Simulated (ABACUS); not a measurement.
CdTe:

```
CELL_PARAMETERS angstrom
0.00000 3.20500 3.20500
3.20500 0.00000 3.20500
3.20500 3.20500 0.00000
ATOMIC_POSITIONS crystal
Te 0.75000 0.75000 0.75000
Cd 0.00000 0.00000 0.00000
```

Base run:

```yaml
Program: ABACUS 3.10.1
Functional: r2SCAN
Potentials_or_basis: SG15 ONCV 1.2 PBE
Cutoff: 1401 eV
Density_cutoff: 5606 eV
Basis: DZP LCAO (the cutoffs set its grid)
k_mesh: 5 × 5 × 5
Occupations: fermi-dirac, width 0.05 eV
Spin: no spin polarisation
```

Its results: band gap on the k mesh 1.27 eV, direct; pressure 3.2 GPa.

The run is repeated on the same cell with these changes: functional from r2SCAN to BLYP; k mesh from 5 × 5 × 5 to 6 × 6 × 6. What comes out?

Band gap on the k mesh 0.90 eV, direct; pressure 7.5 GPa.

Several settings changed at once, so the effect can't be laid on one alone.

Caveats: the atomic orbitals were generated for these runs and aren't a published set; the potentials were made for another functional, which shifts forces and pressure; spin-orbit coupling is left out, which moves the levels of the heavy elements; the basis of atomic orbitals isn't converged, which shifts pressures, moduli and gaps.

